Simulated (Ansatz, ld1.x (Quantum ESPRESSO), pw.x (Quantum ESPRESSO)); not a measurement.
# pw.x on bcc Pd: one setting changed

Potential: norm-conserving Troullier–Martins (Kleinman–Bylander form), ld1.x (Quantum ESPRESSO) 7.5, PBE; core [Kr], reference 4d10 5s0 5p0; waves: 5s (bound, empty): rc 2.50 bohr; 4d (bound): rc 1.68 bohr; 5p (bound, empty): rc 3.90 bohr; local part: the p channel; core correction: none.

The reference run (k-mesh 15³, cutoffs 110/440 Ry, Fermi–Dirac 0.01 Ry, mixing_beta 0.4, conv_thr 1e-9, no spin) gives 0.21 GPa at 15.513 Å³/atom, where all-electron LAPW gives -0.29 GPa. This run, with its own iteration cap, changes diagonalization to paro.

```
&control
  calculation='scf', prefix='x', pseudo_dir='./', outdir='./tmp', tstress=.true., disk_io='none'
/
&system
  ibrav=0, nat=1, ntyp=1, ecutwfc=110, ecutrho=440, nbnd=12,
  occupations='smearing', smearing='fd', degauss=0.01
/
&electrons
  conv_thr=1e-09, mixing_beta=0.4, electron_maxstep=60, diagonalization='paro'
/
ATOMIC_SPECIES
Pd 1.0 Pd.UPF
CELL_PARAMETERS angstrom
  -1.57112932 1.57112932 1.57112932
  1.57112932 -1.57112932 1.57112932
  1.57112932 1.57112932 -1.57112932
ATOMIC_POSITIONS crystal
Pd 0.0000 0.0000 0.0000
K_POINTS automatic
15 15 15 0 0 0
```

```bash
pw.x < Pd.scf.in > Pd.scf.out
```

Q: How does the run end?

A: It converges in 6 iterations; the free energy moves by +0.0 meV/atom and the pressure by -0.01 GPa. The result is that of the reference run.

```
Message from routine setup:
     using ibrav=0 with symmetry is DISCOURAGED, use correct ibrav instead
     lattice parameter (alat)  =       5.1425  a.u.
     unit-cell volume          =     104.6869 (a.u.)^3
     number of electrons       =        10.00
     number of Kohn-Sham states=           12
     kinetic-energy cutoff     =     110.0000  Ry
     charge density cutoff     =     440.0000  Ry
     scf convergence threshold =      1.0E-09
     Exchange-correlation= PBE
     number of k points=   120  Fermi-Dirac smearing, width (Ry)=  0.0100
     iteration #  1     ecut=   110.00 Ry     beta= 0.40
     total energy              =     -58.23681018 Ry
     estimated scf accuracy    <       0.23603919 Ry
     iteration #  2     ecut=   110.00 Ry     beta= 0.40
     total energy              =     -58.27250959 Ry
     estimated scf accuracy    <       0.00215169 Ry
     iteration #  3     ecut=   110.00 Ry     beta= 0.40
     total energy              =     -58.27278707 Ry
     estimated scf accuracy    <       0.00026400 Ry
     iteration #  4     ecut=   110.00 Ry     beta= 0.40
     total energy              =     -58.27279256 Ry
     estimated scf accuracy    <       0.00000114 Ry
     iteration #  5     ecut=   110.00 Ry     beta= 0.40
     total energy              =     -58.27279263 Ry
     estimated scf accuracy    <       0.00000008 Ry
     iteration #  6     ecut=   110.00 Ry     beta= 0.40
     the Fermi energy is    13.3423 ev
!    total energy              =     -58.27279264 Ry
     estimated scf accuracy    <          1.2E-10 Ry
     smearing contrib. (-TS)   =      -0.00520457 Ry
     The total energy is F=E-TS. E is the sum of the following terms:
     one-electron contribution =       4.99381807 Ry
     hartree contribution      =       7.96588333 Ry
     xc contribution           =      -9.94018272 Ry
     ewald contribution        =     -61.28710674 Ry
     convergence has been achieved in   6 iterations
          total   stress  (Ry/bohr**3)                   (kbar)     P=        2.09
     Message from routine punch:
     Nothing written, as per user request (disk_io='none')
```

The run took about 33 s on one core of a shared host (Neoverse-V1, 32 threads, 247 GiB, load 11).
